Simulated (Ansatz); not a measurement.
# CdSe (P6_3mc): energy and pressure against volume

An exercise on one series of results from a longer session: the logs are not shown, and one member is left open.

The COD entry's cell or inner coordinates are ideal or old and differ from later refinements, so a difference from it is no clean test against experiment.

Computed with Ansatz 0.2.0 (DFT PBEsol, scalar-relativistic, plane waves, PAW, unless a step's input says otherwise).

### The starting structure

The structure is hexagonal, space group P6_3mc (No. 186). The conventional cell has a = 4.301 Å, b = 4.301 Å, c = 7.022 Å, α = 90.00°, β = 90.00°, γ = 120.00°. Cd (site symmetry 3m) is surrounded by 4 Se at 2.63 to 2.64 Å. Around Se (site symmetry 3m) lie 4 Cd at 2.63 to 2.64 Å.

Structure file:

```
Cd Se
1.0
     4.30096    0.00000    0.00000
    -2.15048    3.72474    0.00000
     0.00000    0.00000    7.02225
Cd Se
2 2
Direct
  0.33333 0.66667 0.00470
  0.66667 0.33333 0.50470
  0.33333 0.66667 0.38030
  0.66667 0.33333 0.88030
```

This cell comes from an earlier session at PBEsol: 28.124 Å³/atom at 0.02 GPa, on a 10×10×6 mesh.

Set-up of the first run:

Contents of input.yaml:

```yaml
crystal:
  lattice:
    - [4.2428311414, 0.0, 0.0]
    - [-2.1214155707, 3.6743995524, 0.0]
    - [0.0, 0.0, 6.9273415124]
  atoms:
    - { symbol: Cd, position: [0.3333333333, 0.6666666667, 0.0046962241] }
    - { symbol: Cd, position: [0.6666666667, 0.3333333333, 0.5046962241] }
    - { symbol: Se, position: [0.3333333333, 0.6666666667, 0.3803037759] }
    - { symbol: Se, position: [0.6666666667, 0.3333333333, 0.8803037759] }
basis:
  ecutwfc: 420
  ecutrho_ratio: 4
kpoints:
  mp_grid: { grid: [10, 10, 6] }
hamiltonian:
  xc: pbesol
scf:
  occupations: { method: gaussian, width: 0.05 }
output:
  forces: true
  stress: true
  eigenvalues: true
relax:
  f_tol: 0.01
  max_steps: 40
  cell: { stress_tol: 0.1, fix: [volume] }
```

On the command line:

```
> ansatz run input.yaml --threads 1 --pin off --max-ram 2560MiB --backend cpu --events-out ev --progress --plain --runs-dir out
```

Among the steps run: Volume × 0.96; Volume × 1.04; Volume × 0.92; Volume × 0.88; Volume × 0.84; Volume × 0.8.

One of the session's tables, all rows but one given; the rest of the session is left out.

It belongs to the step «The curve». 

```
volume (Å³/atom)  energy above the lowest (meV/atom)  pressure (GPa)  gap on the mesh (eV)
          22.499                               276.8            19.1                  0.81
          23.624                               162.3            13.6                  0.85
          24.749                                83.8             9.0                  0.78
          25.874                                34.4             5.3                  0.71
          26.999                                   ?               ?                     ?
          28.124                                 0.0             0.0                  0.54
          29.249                                 6.6            -1.8                  0.46
```

Estimate the missing values for volume (Å³/atom) = 26.999.

Worked estimate for «energy above the lowest (meV/atom)». A straight line through the neighbours (25.874, 34.4) and (28.124, 0.0) gives 34.4 + (0.0 − 34.4) × (26.999 − 25.874) / (28.124 − 25.874) = 17.2; a parabola fitted to 4 rows on both sides gives 7.9.

**Answer.** energy above the lowest (meV/atom): 8.0; pressure (GPa): 2.3; gap on the mesh (eV): 0.62. In «energy above the lowest (meV/atom)» the line misses by +9.2 and the parabola by -0.1.

Caveats from the session: Other structures may be lower in enthalpy at these pressures.
